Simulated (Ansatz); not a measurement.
An elastic constant from a strain scan in Mo

The calculation used DFT PBEsol, scalar-relativistic, plane waves, PAW (Ansatz 0.2.0). The runs took a 420 eV cutoff, a Γ-centred 24×24×24 mesh and Gaussian smearing (0.15 eV). No spin polarisation. Energies are free energies at this smearing, counted from the undisturbed cell; pressure is positive in compression.

Zero of the scan (relaxed at this level; with this scan's settings it stands at 0.1 GPa; this form isn't the usual structure):

```
Mo
1.0
     2.74234    0.00000    0.00000
    -1.37117    2.37493    0.00000
     0.00000    0.00000    2.49207
Mo
1
Direct
  0.00000 0.00000 0.50000
```

The cell is strained by ε times the Voigt pattern (0, 0, 0, 1, 0, 0) (xx, yy, zz, yz, xz, xy; engineering shear) with fractional coordinates fixed. The cell holds 1 atom in V0 = 16.23 Å³. The stress column is τ = (1/V0) dE/dε, got from the stress tensor σ (compression positive) at each point as −det(1 + εP) σ : P(1 + εP)⁻¹, with P the pattern as a tensor.

```csv
ε,ΔE (meV/atom),τ (GPa)
-0.1312,-80.339,12.137
-0.1125,-58.946,10.434
-0.0937,-40.749,8.671
-0.0750,-25.995,6.904
-0.0562,-14.536,5.133
-0.0375,-6.455,3.404
-0.0187,-1.604,1.693
0.0000,0.000,0.000
0.0187,-1.604,-1.693
0.0375,-6.455,-3.404
0.0562,-14.536,-5.133
0.0750,-25.995,-6.904
0.0937,-40.749,-8.671
0.1125,-58.946,-10.434
0.1312,-80.339,-12.137
0.1500,?,?
```

Problem. Which combination of elastic constants does this scan measure, and how large is it?

Solution. For small ε, τ = τ0 + Kε with K = pᵀCp, which for this pattern is C44 in the Cartesian frame shown. The parabola through τ at ε = -0.0187, 0 and 0.0187 has slope K = -91 GPa at zero. The energies per cell, E = NΔE, of the same two points give K = 2[E(ε₊)/ε₊ − E(ε₋)/ε₋]/[(ε₊ − ε₋)V0] = -91 GPa, in agreement. K is negative: with the atoms carried along, the cell is unstable to this strain.

Problem. Predict the withheld row at ε = 0.1500 from the harmonic law, and compare.

Solution. ΔE = V0(τ0 ε + Kε²/2)/N = -103.208 meV/atom and τ = -13.58 GPa. The calculation gives -105.000 meV/atom and -13.74 GPa, a miss of 1.7 % of the harmonic energy, so the harmonic law still holds here.

In a metal these slopes depend on the k mesh and the smearing.

Cost: 9 runs of about 5.5 core-minutes in all, on Arm Neoverse V1 (shared hosts).